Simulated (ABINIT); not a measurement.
Runs of ABINIT 10.8.3 (patched build) on Au. Symmetry: Fm-3m, No. 225, cubic system. The conventional cell has a = 4.070 Å, b = 4.070 Å, c = 4.070 Å, α = 90.00°, β = 90.00°, γ = 90.00°. Au (site symmetry m-3m) is surrounded by 12 Au at 2.88 Å. 

```tsv
task	level	potentials or basis	k mesh	cutoff (eV)	fine-grid cutoff	mesh quality	gap on the mesh (eV)	pressure (GPa)	V0 of scaled cells (Å³/atom)	B0 (GPa)
equation of state	PBEsol	JTH PAW PBE v2.0	11 × 11 × 11	680	1278.94 eV	not flagged	-	-	17.07	176
equation of state	LDA-Teter	JTH PAW LDA v2.0	11 × 11 × 11	680	1278.94 eV	not flagged	-	-	16.61	(a)
band structure	r2SCAN	JTH PAW PBE v2.0	11 × 11 × 11	816	1414.99 eV	not flagged	none	7.5	-	-
equation of state	PBEsol	JTH PAW PBE v2.0	11 × 11 × 11	544	1088.46 eV	not flagged	-	-	17.07	176
single point	PBEsol	JTH PAW PBE v2.0	4 × 4 × 4	680	1278.94 eV	coarse	none	4.8	-	-
band structure	SOGGA	JTH PAW PBE v2.0	11 × 11 × 11	680	1278.94 eV	not flagged	none	(b)	-	-
band structure	PBE	PseudoDojo NC SR PBE v0.5 standard	11 × 11 × 11	1034	-	not flagged	none	10.3	-	-
```

Alike in all rows: no spin polarisation; cell as given; smearing fermi-dirac 0.05 eV.

Problem. Estimate the missing entries.

Solution. (a) 195; (b) -0.5.

Caveats: some runs use coarse meshes; the PAW data sets were made with another functional, which shifts forces and pressure a little (some runs); pressures at fixed basis lie under the slope of the energies (some runs); spin-orbit coupling is left out, which moves the levels of the heavy elements (some runs).

A k mesh can miss the band edges, and the runs leave out spin-orbit coupling on Au.

A gap of «none» marks a metal or a gap under the smearing width.

The runs don't all hold the same shells in valence.
